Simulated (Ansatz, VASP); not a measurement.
Sb in VASP and in Ansatz

INCAR

```
PREC = Accurate ; ENCUT = 520
EDIFF = 1E-7 ; ISMEAR = -1
SIGMA = 0.05 ; LREAL = F
LASPH = T ; NELM = 100
ALGO = Normal ; ISIF = 2
LWAVE = F ; LCHARG = F
GGA = PS ; NBANDS = 12
```

The input KPOINTS:

```
regular mesh
0
Gamma
  8 8 8
```

File POSCAR:

```
Sb
1.0
    2.1102243954      1.2183386227      3.6812845966
   -2.1102243954      1.2183386227      3.6812845966
    0.0000000000     -2.4366772455      3.6812845966
Sb
2
Direct
    0.7665100000      0.7665100000      0.7665100000
    0.2334900000      0.2334900000      0.2334900000
```

Contents of input.yaml:

```yaml
crystal:
  lattice:
    - [2.1102243954, 1.2183386227, 3.6812845966]
    - [-2.1102243954, 1.2183386227, 3.6812845966]
    - [0.0, -2.4366772455, 3.6812845966]
  atoms:
    - { symbol: Sb, position: [0.76651, 0.76651, 0.76651] }
    - { symbol: Sb, position: [0.23349, 0.23349, 0.23349] }
hamiltonian:
  xc: pbesol
  pseudopotentials: { kind: paw }
kpoints:
  mp_grid: { grid: [8, 8, 8] }
scf:
  occupations: { method: fermi_dirac, width: 0.05 }
output:
  forces: true
  stress: true
  eigenvalues: true
```

Change from the starting cell: volume scaled by 0.94.

Alike in both runs: task single point; functional PBEsol; k mesh 8 × 8 × 8; occupations fermi-dirac, width 0.05 eV; no spin polarisation.

```csv
,VASP,Ansatz
version,VASP 6.6.1,Ansatz 0.2.0
potentials or method,"VASP PAW PBE potentials, release 64 (Sb)",Ansatz PAW
plane-wave cutoff (eV),520,420
valence electrons in the cell,10,30
```

|  | VASP | Ansatz | Ansatz less VASP |
| --- | --- | --- | --- |
| gap on the k mesh at the Fermi level (eV) | none | none | - |
| pressure (GPa) | 4.4 | 4.1 | -0.29 |
| largest component of the traceless stress (GPa) | 0.96 | 0.88 | -0.085 |
| rms of the force components (eV/Å) | 0.302 | 0.262 | -0.0402 |

Atom by atom the forces differ by 0.040 eV/Å (rms over components). A gap of «none» marks a metal or a gap that the smearing closes. With one functional, cell and mesh, what is left measures potentials, basis and numerics. The two sets of potentials don't hold the same shells in valence.

Caveats: the PAW data sets were made with another functional, which shifts forces and pressure a little (VASP); the PAW data sets come from PBE, with cores solved anew for the run's functional, which leaves a small shift of forces and pressure (Ansatz). The runs have no spin-orbit coupling, so splittings on Sb are missing.
